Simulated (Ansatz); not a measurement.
# A defect in a wire: armchair graphene nanoribbon (N = 7, H edges), N in place of one C, part 2 of 4

Aim: how much does this defect scatter, and at which energies?

Ansatz 0.2.0; DFT PBE, plane waves, PAW; relaxation of a wire's period (the session's first sound run).

So far. Step 2 (Relaxation of atoms and period): The cell's length comes to 4.300 Å with spin left out.

## (3) The perfect wire

This step: DFT PBE, plane waves, PAW; channels and complex bands of a perfect wire (Ansatz 0.2.0).

At the relaxed period the Bloch states of the perfect wire are found at each energy: those that move forward count the open channels, and those that decay describe how a disturbance dies away inside the wire itself. An energy step of 0.035 eV is under the 0.039 eV that the program asks for its thermal average at 300 K.

The input, input.yaml:

```yaml
crystal:
  lattice:
    - [16.232, 0.0, 0.0]
    - [0.0, 7.0, 0.0]
    - [0.0, 0.0, 4.2998212299]
  atoms:
    - { symbol: C, position: [0.27384413, 0.5, 0.007367056] }
    - { symbol: C, position: [0.423835595, 0.5, 0.999743275] }
    - { symbol: C, position: [0.576164405, 0.5, 0.999743275] }
    - { symbol: C, position: [0.72615587, 0.5, 0.007367056] }
    - { symbol: C, position: [0.27384413, 0.5, 0.325966277] }
    - { symbol: C, position: [0.423835595, 0.5, 0.333590058] }
    - { symbol: C, position: [0.576164405, 0.5, 0.333590058] }
    - { symbol: C, position: [0.72615587, 0.5, 0.325966277] }
    - { symbol: H, position: [0.214810776, 0.5, 0.445613735] }
    - { symbol: H, position: [0.785189224, 0.5, 0.445613735] }
    - { symbol: C, position: [0.348109842, 0.5, 0.499145141] }
    - { symbol: C, position: [0.5, 0.5, 0.501346888] }
    - { symbol: C, position: [0.651890158, 0.5, 0.499145141] }
    - { symbol: C, position: [0.348109842, 0.5, 0.834188193] }
    - { symbol: C, position: [0.5, 0.5, 0.831986445] }
    - { symbol: C, position: [0.651890158, 0.5, 0.834188193] }
    - { symbol: H, position: [0.214810776, 0.5, 0.887719598] }
    - { symbol: H, position: [0.785189224, 0.5, 0.887719598] }
kpoints:
  mp_grid: { grid: [1, 1, 19] }
scf:
  occupations: { method: fermi_dirac, width: 0.05 }
hamiltonian:
  xc: pbe
output:
  transmission:
    e_range: [-1.26, 1.26]
    de: 0.035
    kmesh: [1, 1]
    reduced_basis: true
    leads: [[0, 0]]
basis:
  ecutwfc: "350 eV"
```

Command:

```bash
> ansatz run input.yaml --threads 4 --pin off --max-ram 16384MiB --backend cpu --events-out ev --progress --plain --runs-dir out
```

Numbers of over 12 decimals in the logs are rounded to 6 here.

Output:

```text
Warning: basis.ecutwfc = 350 eV is below the records' recommended 420 eV, and the density's cutoff is lower with it unless basis.ecutrho_ratio is high enough to keep the records' density cutoff: compare with a run at a higher cutoff
[...]
Crystal: 18 atoms, lattice volume = 488.563 Å³
Basis set: ecut = 350 eV, 7297 PW (Γ)
Bands: 48, of which v1, the nominal top of the filled ones, is band 30 counted from 1 (29 counted from 0)
Symmetry: 8 space group operations
[...]
k-points: 10 of 19
[...]
SCF iter   1: F=—  HF=-3576.031823 eV  |F-HF|=—  |Δ(HF+E_count)|=         —  Δρ=2.88e-3  dr2=1.09e-1  ethr=1.77e-3  ⟨swp⟩=9.2  Hψ=2792  notcnv=0  defer=84
[...]
SCF iter   7: F=-3576.014916 eV  HF=-3576.014916 eV  |F-HF|=5.52e-8  |Δ(HF+E_count)|=   8.37e-7  Δρ=4.19e-6  dr2=5.66e-8  ethr=1.67e-10  ⟨swp⟩=20.1  Hψ=3468  notcnv=0
SCF 1 converged in 7 iterations: F = -3576.014916 eV  dr2 = 5.66e-8
[...]
transmission: 8 of 8 steps passed
Second SCF, for the conductance: iteration 1, dr2 1.135e-7 eV
Second SCF, for the conductance: iteration 2, dr2 3.181e-8 eV
Second SCF, for the conductance: iteration 3, dr2 7.435e-9 eV
transmission: 8 of 8 steps passed
SCF converged after 7 iterations
Free energy (F): -3576.014916 eV
[...]
Internal energy: -3576.014916 eV  (E = F + TS)
E sigma→0 (E₀):  -3576.014916 eV
Entropy (-TS):   -0.000000 eV (-0.000 meV/atom)
Fermi energy:    -0.948590 eV
[...]
--- Band table (eV; the first three rows and the last of 10) ---
  k-point 0: bands = [... 26 lower, -3.7470, -2.9388, -1.9093, -1.7297, -0.1568, -0.0737, 0.6190, 1.7102, ... 14 higher]
  k-point 1: bands = [... 26 lower, -3.7390, -3.0465, -2.0576, -1.7967, -0.1036, 0.0798, 0.7483, 1.7317, ... 14 higher]
  k-point 2: bands = [... 26 lower, -3.7161, -3.3335, -2.4071, -1.9750, 0.0358, 0.4450, 1.0949, 1.7963, ... 14 higher]
  k-point 9: bands = [... 26 lower, -5.3418, -4.4317, -4.0308, -3.3817, 0.8996, 1.8327, 2.2313, 3.4252, ... 14 higher]
--- Transmission ---
  basis      : 825 plane waves across, 8 finite elements along
  points     : 1, standing for a mesh of 1 x 1
  filling    : by a second SCF (3 iterations) under fermi_dirac of width 0.025852 eV on a mesh of 1 x 1 x 31, whose Fermi level is -0.945019 eV
  energies   : 73 from -1.260000 to 1.260000 eV about the Fermi level, 0.035000 eV apart; the leads are filled to 0.000000 eV, and channels, transmission and decay are at 0.000000 eV
  crystal 0  : C14H4, at the sites [0, 0], period 4.2998 Å: whole cells are its period
    offset         : up to 0.0000 Å between an atom of the period and one for which it stands
    filled         : 7.5 meV over the level at which it is neutral
    channels       : 0.000000e0 a spin
    conductance    : 9.2080e0 S/m² at 300 K; may be off by some 0.0 % by where its bands' edges are placed, 2.8 % from the distance to neutral
    slowest decay  : 0.1278 /Å at (0.0000, 0.0000)
```

Wall time 21 min (4 threads of Arm Neoverse V1, shared host); peak memory 6 GiB.

Numbers from this step:

```yaml
channels_at_the_energy_nearest_the_fermi_level_one_spin: 0
conductance_of_the_lead_as_this_run_defines_it: 1.35e-13 G₀
slowest_decay_in_the_lead_at_the_energy_nearest_the_fermi_level: 0.1278 Å⁻¹
band_gap: 1.573 eV
```

Open channels of the lead, one spin against energy, zero at the Fermi level:

| energy (eV) | open channels of the lead, one spin |
| --- | --- |
| -1.26 | 2 |
| -1.19 | 2 |
| -1.08 | 2 |
| -1.01 | 2 |
| -0.91 | 1 |
| -0.84 | 1 |
| -0.73 | 0 |
| -0.67 | 0 |
| -0.56 | 0 |
| -0.49 | 0 |
| -0.39 | 0 |
| -0.32 | 0 |
| -0.21 | 0 |
| -0.14 | 0 |
| -0.04 | 0 |
| 0.00 | 0 |
| 0.04 | 0 |
| 0.14 | 0 |
| 0.21 | 0 |
| 0.32 | 0 |
| 0.39 | 0 |
| 0.49 | 0 |
| 0.56 | 0 |
| 0.67 | 0 |
| 0.73 | 0 |
| 0.84 | 1 |
| 0.91 | 2 |
| 1.01 | 2 |
| 1.08 | 2 |
| 1.19 | 2 |
| 1.26 | 2 |

The slowest values at each energy, most degenerate partners merged, listed up to 1.5 1/Å. Im kz of the slowest decaying states against energy, zero at the Fermi level:

| energy (eV) | decay 1 (Å⁻¹) | decay 2 (Å⁻¹) | decay 3 (Å⁻¹) | decay 4 (Å⁻¹) |
| --- | --- | --- | --- | --- |
| -1.190 | 0.177 | 0.462 | 0.473 | 0.498 |
| -1.015 | 0.188 | 0.470 | 0.484 | 0.503 |
| -0.805 | 0.0746 | 0.197 | 0.479 | 0.494 |
| -0.595 | 0.104 | 0.123 | 0.203 | 0.487 |
| -0.385 | 0.120 | 0.165 | 0.205 | 0.493 |
| -0.210 | 0.126 | 0.185 | 0.204 | 0.491 |
| 0.000 | 0.128 | 0.198 | 0.479 | 0.503 |
| 0.210 | 0.122 | 0.193 | 0.463 | 0.507 |
| 0.385 | 0.112 | 0.174 | 0.190 | 0.447 |
| 0.595 | 0.0901 | 0.131 | 0.179 | 0.424 |
| 0.805 | 0.0445 | 0.164 | 0.396 | 0.513 |
| 1.015 | 0.144 | 0.362 | 0.514 | 0.532 |
| 1.190 | 0.121 | 0.328 | 0.514 | 0.531 |

By hand: a barrier of this wire, of length L, would pass T ∝ exp(−2κL) at this energy; with κ = 0.128 Å⁻¹ one decade takes ln 10 / (2κ) = 9.01 Å.

At the computed energy nearest the Fermi level there are 0 channels a spin, and the thermal average gives 1.4e-13 G₀; the gap is 1.57 eV.

(Part 2 of 4 ends here.)

[Logs are printed without paths, hosts, clocks, repeated set-up lines and the standing remarks that a program may print on its own settings, such as how far it seeks lower states.]

[Hosts, paths, dates, database ids (printed as entryN), source tags and the programs' standing remarks are cut or masked in the printed files.]
